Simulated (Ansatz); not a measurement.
# N: the cost of one run

Code: Ansatz 0.2.0. PAW datasets, plane waves. Spin-unpolarised throughout; all numbers are computed.

## 1. The system as given

The unstrained cell was relaxed with r2SCAN+rVV10; in each strained cell the atoms were relaxed again with r2SCAN+rVV10. Names of k-points are those of the unstrained zone, where strain can split equivalent points. First state: -1.5 % strain along y alone.

It is orthorhombic, Cmcm (No. 63); a = 3.580 Å, b = 6.106 Å, c = 7.642 Å in the conventional setting, 20.88 Å³ an atom. Around N lie 1 N at 1.09 Å.

The structure in full:

```cif
data_structure
_symmetry_space_group_name_H-M 'P 1'
_symmetry_Int_Tables_number 1
_cell_length_a 3.5804
_cell_length_b 3.5391
_cell_length_c 7.6415
_cell_angle_alpha 90.000
_cell_angle_beta 90.000
_cell_angle_gamma 120.387
_cell_volume 83.53
loop_
_atom_site_label
_atom_site_type_symbol
_atom_site_fract_x
_atom_site_fract_y
_atom_site_fract_z
_atom_site_occupancy
N1 N 0.33333 0.66667 0.32157 1
N2 N 0.33333 0.66667 0.17843 1
N3 N 0.66667 0.33333 0.82157 1
N4 N 0.66667 0.33333 0.67843 1
```

From earlier runs on the unstrained cell: PBE 7.08 eV, r2SCAN 7.74 eV, HSE06 9.37 eV; a = 3.580 Å, c = 7.642 Å.

## 2. -1.5 % strain along y alone: PBE

File input.yaml:

```yaml
crystal:
  lattice:
    - [3.5804205417, 0.0, 0.0]
    - [-1.7902102708, 3.0529838241, 0.0]
    - [0.0, 0.0, 7.6415144716]
  atoms:
    - { symbol: "N", position: [0.3333333333, 0.6666666667, 0.3215707846] }
    - { symbol: "N", position: [0.3333333333, 0.6666666667, 0.1784292154] }
    - { symbol: "N", position: [0.6666666666, 0.3333333333, 0.8215707846] }
    - { symbol: "N", position: [0.6666666666, 0.3333333333, 0.6784292154] }
kpoints:
  mp_grid: { grid: [12, 12, 4] }
  band_path:
    path:
      - [0.0, 0.0, 0.0]
      - [0.5, 0.0, 0.0]
      - [0.3333333333, 0.3333333333, 0.0]
      - [0.0, 0.0, 0.5]
      - [0.5, 0.0, 0.5]
      - [0.3333333333, 0.3333333333, 0.5]
      - [-0.041667, 0.291667, 0.0]
    npoints: 1
hamiltonian:
  xc: pbe
scf:
  occupations: { method: fermi_dirac, width: 0.02 }
  n_extra_bands: 5
output:
  forces: true
  stress: true
  eigenvalues: true
```

The run is started by

```bash
$ ansatz run input.yaml --threads 4 --pin off --max-ram 4608MiB --backend cpu --events-out ev --progress --plain --runs-dir out
```

Q: Estimate wall time and peak memory on 4 threads of Intel Xeon at 2.70GHz, shared host.

About 4.5 s, with a peak of 0.46 GiB.
